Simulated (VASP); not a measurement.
# C: band structure with PBEsol

The system is C.

```xyz
2
Lattice="2.1304 -1.2300 -0.0056 2.1304 1.2300 -0.0056 -1.3903 0.0000 3.5707" Properties=species:S:1:pos:R:3 pbc="T T T"
C     3.5506    0.0000   -0.0092
C    -0.6802    0.0000    3.5686
```

This is a stacking variant of graphite.

* Program: VASP 6.6.1
* Task: band structure
* Functional: PBEsol
* Potentials or basis: VASP PAW PBE potentials, release 64 (C)
* Cutoff: 520 eV
* k mesh: 16 × 16 × 10
* Occupations: gaussian, width 0.02 eV
* Spin: no spin polarisation
* Further INCAR settings: ALGO = Normal; EDIFF = 1e-06

The pressure is 0.4 GPa. The band gap along the path is 0.06 eV, direct.

Stress tensor (GPa, compression positive):
```
 0.42  0.00 -0.01
 0.00  0.43  0.00
-0.01  0.00  0.21
```

Levels at the corners of the path, in eV from the valence-band top:
```
point  band 2  band 3  band 4  band 5  band 6  band 7
    Γ   -6.92   -2.98   -2.98    3.61    8.37    8.37
    Y  -13.24   -6.42   -2.61    1.37    7.31   12.65
    Y  -13.24   -6.42   -2.61    1.37    7.31   12.65
    F  -11.70   -6.25   -2.98    2.41    7.45    9.58
    F  -11.70   -6.25   -2.98    2.41    7.45    9.58
    L  -13.29   -6.38   -2.13    1.90    7.56   11.45
    L  -13.29   -6.38   -2.13    1.90    7.56   11.45
    I  -11.99  -10.38   -1.15    1.01   10.37   13.10
   I1  -11.99  -10.38   -1.15    1.01   10.37   13.10
    Z   -8.38   -2.99   -2.99    8.34    8.34    8.99
    Z   -8.38   -2.99   -2.99    8.34    8.34    8.99
   F1  -11.70   -6.25   -2.98    2.41    7.45    9.58
    Y  -13.24   -6.42   -2.61    1.37    7.31   12.65
   X1  -12.53   -9.37   -1.50    1.10   10.88   11.26
    X  -12.53   -9.37   -1.50    1.10   10.88   11.26
    Γ   -6.92   -2.98   -2.98    3.61    8.37    8.37
    Γ   -6.92   -2.98   -2.98    3.61    8.37    8.37
    N  -13.24   -6.42   -2.63    1.35    7.31   12.70
    M  -13.29   -6.39   -2.11    1.93    7.56   11.40
    Γ   -6.92   -2.98   -2.98    3.61    8.37    8.37
```

It took 55 s on 1 thread of Intel(R) Xeon(R) Platinum 8488C (Sapphire Rapids) (shared host), peak memory 0.24 GiB.

Caveat: the PAW data sets were made with another functional, which shifts forces and pressure a little; this functional lacks dispersion, which binds the layers, so the pressure and a relaxed spacing across them are unreliable.
